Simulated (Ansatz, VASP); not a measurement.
# Pt: VASP beside Ansatz

INCAR

```
SYSTEM = Pt
  PREC = Accurate
  ENCUT = 520
  EDIFF = 1E-6
  ISMEAR = 0
  SIGMA = 0.1
  LREAL = .False.
  LASPH = .True.
  NELM = 100
  ALGO = Fast
  ISIF = 2
  LWAVE = .False.
  LCHARG = .True.
  GGA = PE
  LELF = .True.
  LVHAR = .True.
  NBANDS = 50
```

Contents of KPOINTS:

```
regular mesh
0
Gamma
  4 4 4
  0 0 0
```

File POSCAR:

```
Pt
1.0
    4.9236037767     -3.4798820670      0.0000000000
    4.9236037767      3.4798820670      0.0000000000
   -2.0315147487      0.0000000000      4.1104493000
Pt
8
Direct
    0.8260000000      0.8260000000      0.1740000000
    0.1740000000      0.1740000000      0.8260000000
    0.2480000000      0.2480000000      0.1860000000
    0.7520000000      0.7520000000      0.8140000000
    0.7691000000      0.3029000000      0.1810000000
    0.6971000000      0.2309000000      0.8190000000
    0.2309000000      0.6971000000      0.8190000000
    0.3029000000      0.7691000000      0.1810000000
```

Input for Ansatz:

```yaml
crystal:
  lattice:
    - [4.9236037767, -3.479882067, 0.0]
    - [4.9236037767, 3.479882067, 0.0]
    - [-2.0315147487, 0.0, 4.1104493]
  atoms:
    - { symbol: Pt, position: [0.826, 0.826, 0.174] }
    - { symbol: Pt, position: [0.174, 0.174, 0.826] }
    - { symbol: Pt, position: [0.248, 0.248, 0.186] }
    - { symbol: Pt, position: [0.752, 0.752, 0.814] }
    - { symbol: Pt, position: [0.7691, 0.3029, 0.181] }
    - { symbol: Pt, position: [0.6971, 0.2309, 0.819] }
    - { symbol: Pt, position: [0.2309, 0.6971, 0.819] }
    - { symbol: Pt, position: [0.3029, 0.7691, 0.181] }
basis:
  ecutwfc: 420
kpoints:
  mp_grid: { grid: [4, 4, 4] }
hamiltonian:
  xc: pbe
scf:
  occupations: { method: gaussian, width: 0.1 }
  lower_state_search: "off"
output:
  forces: true
  stress: true
  eigenvalues: true
```

Alike in both runs: task single point; functional PBE; k mesh 4 × 4 × 4; occupations gaussian, width 0.1 eV; no spin polarisation.

|  | VASP | Ansatz |
| --- | --- | --- |
| version | VASP 6.6.1 | Ansatz 0.2.0 |
| potentials or method | VASP PAW PBE potentials, release 64 (Pt) | scalar-relativistic, plane waves, PAW |
| plane-wave cutoff (eV) | 520 | 420 |
| valence electrons in the cell | 80 | 144 |

Ansatz gave:

| Quantity | Value |
| --- | --- |
| gap on the k mesh at the Fermi level (eV) | none |
| rms of the force components (eV/Å) | 102.898 |

Task: Estimate VASP's values.

Result: gap on the k mesh at the Fermi level (eV): none; rms of the force components (eV/Å): 43.262.

Atom by atom the forces differ by 59.644 eV/Å (rms over components). A gap of «none» marks a metal or a gap that the smearing closes. The two sets of potentials don't hold the same shells in valence.

Caveats: the k mesh is coarse (spacing up to 0.38 Å⁻¹), so the values aren't converged; forces of over 1 eV/Å show positions far from the minimum, so gaps and moduli don't describe the material at rest. Spin-orbit coupling is left out, which matters for the levels of Pt.
